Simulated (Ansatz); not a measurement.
# ZnS (F-43m), a vibration from a frozen displacement

Computed with DFT PBE, scalar-relativistic, plane waves, PAW (Ansatz 0.2.0). Cutoff 420 eV, Γ-centred 10×10×10 k-points, Gaussian smearing of 0.05 eV. No spin polarisation. Energies are free energies at this smearing, counted from the undisturbed cell; pressure is positive in compression.

Zero of the scan (as given, not relaxed at this level; it stands at 1.4 GPa):

```
CELL_PARAMETERS angstrom
0.00000 2.70465 2.70465
2.70465 0.00000 2.70465
2.70465 2.70465 0.00000
ATOMIC_POSITIONS crystal
Zn 0.00000 0.00000 0.00000
S 0.75000 0.75000 0.75000
```

Every S atom is moved by x along the Cartesian unit vector (0.000, -0.707, -0.707); the cell and all other atoms stay fixed. The cell's volume is 39.57 Å³; the moved atoms weigh 32.060 u together and the others 65.380 u. Some rows repeat others by symmetry and weren't run.

```csv
x (Å),ΔE (meV/cell),total force on the moved atoms along the move (eV/Å),pressure (GPa)
-0.1000,28.86,0.5821,1.7092
-0.0875,22.05,0.5073,1.6305
-0.0750,16.17,0.4333,1.5624
-0.0625,11.22,0.3601,1.5049
-0.0500,7.17,0.2874,1.4579
-0.0375,4.03,0.2151,1.4214
-0.0250,1.79,0.1433,1.3953
-0.0125,0.45,0.0716,1.3797
0.0000,0.00,0.0000,1.3745
0.0125,0.45,-0.0716,1.3797
0.0250,1.79,-0.1433,1.3953
0.0375,4.03,-0.2151,1.4214
0.0500,7.17,-0.2874,1.4579
0.0625,11.22,-0.3601,1.5049
0.0750,16.17,-0.4333,1.5624
0.0875,22.05,-0.5073,1.6305
0.1000,28.86,-0.5821,1.7092
```

Problem. What frequency belongs to this motion?

Solution. The force constant is k = −dF/dx = 5.725 eV/Å², from the parabola through x = -0.0125, 0 and 0.0125. In every cell the moved atoms swing against the rest, so the mass is μ = m₁m₂/(m₁ + m₂) = 21.512 u, and ν̃ = 521.5 cm⁻¹ × √(|k|/μ) = 269 cm⁻¹, at this cell's pressure of 1.4 GPa. To first order in x, and within 1 %, the force on every atom lies along the move and, within each of the two groups, in proportion to the atom's mass, so this is itself a mode at the zone centre of this cell, taken without macroscopic field (the transverse frequency in a polar insulator).

Problem. How far does the harmonic law reach?

Solution. At x = -0.100 Å, kx²/2 = 28.62 meV against the computed 28.86 meV (+0.8 %): the well is still close to harmonic there.